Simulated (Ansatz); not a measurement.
Wanted: the native input for an Ansatz 0.2.0 run.

```
Task                : single point
Functional          : PBE
Potentials or basis : Ansatz PAW
Cutoff              : 250 eV
Density cutoff      : 1000 eV
k mesh              : 4 × 8 × 1
Occupations         : fermi-dirac, width 0.05 eV
Spin                : no spin polarisation
```

Te2Mo, a slab with vacuum:

```
Te Mo
1.0
     6.36161    0.00000    0.00000
     0.00000    3.48040    0.00000
    -0.08574    0.00000   36.17589
Te Mo
4 2
Cartesian
  2.6844 2.6103 19.5604
  3.5915 0.8701 16.6155
  5.8104 0.8701 20.1329
  0.4655 2.6103 16.0430
  1.1110 0.8701 17.9963
  5.1649 2.6103 18.1796
```

These files were run (other wordings do the same):

input.yaml

```yaml
crystal:
  lattice:
    - [6.3616090156, 0.0, 0.0]
    - [0.0, 3.48040306, 0.0]
    - [-0.0857412231, 0.0, 36.1758904685]
  atoms:
    - { symbol: Te, position: [0.4292511, 0.75, 0.54070358] }
    - { symbol: Te, position: [0.5707489, 0.25, 0.45929642] }
    - { symbol: Te, position: [0.92084787, 0.25, 0.55652732] }
    - { symbol: Te, position: [0.07915213, 0.75, 0.44347268] }
    - { symbol: Mo, position: [0.18134756, 0.25, 0.49746537] }
    - { symbol: Mo, position: [0.81865244, 0.75, 0.50253463] }
hamiltonian:
  xc: pbe
  pseudopotentials: { kind: paw }
kpoints:
  mp_grid: { grid: [4, 8, 1] }
scf:
  occupations: { method: fermi_dirac, width: 0.05 }
basis:
  ecutwfc: "250 eV"
output:
  forces: true
  stress: true
  eigenvalues: true
  write_density: true
  write_potential: true
  elf: true
  volumetric_format: npy
```

Potentials or basis: Ansatz PAW.

Launch:

```bash
$ ansatz run input.yaml --threads 2 --pin off --max-ram 5120MiB --backend cpu --events-out ev --progress --plain --runs-dir out
```

Results of the run:

```
Largest force          : 0.319 eV/Å
Band gap on the k mesh : none (metal or under the smearing width)
```

Caveat: the cutoff lies under the one recommended for these potentials.

It took 12 s on 2 threads of Intel(R) Xeon(R) CPU @ 2.80GHz (Skylake/Cascade Lake), on a shared host, peak memory 0.78 GiB.
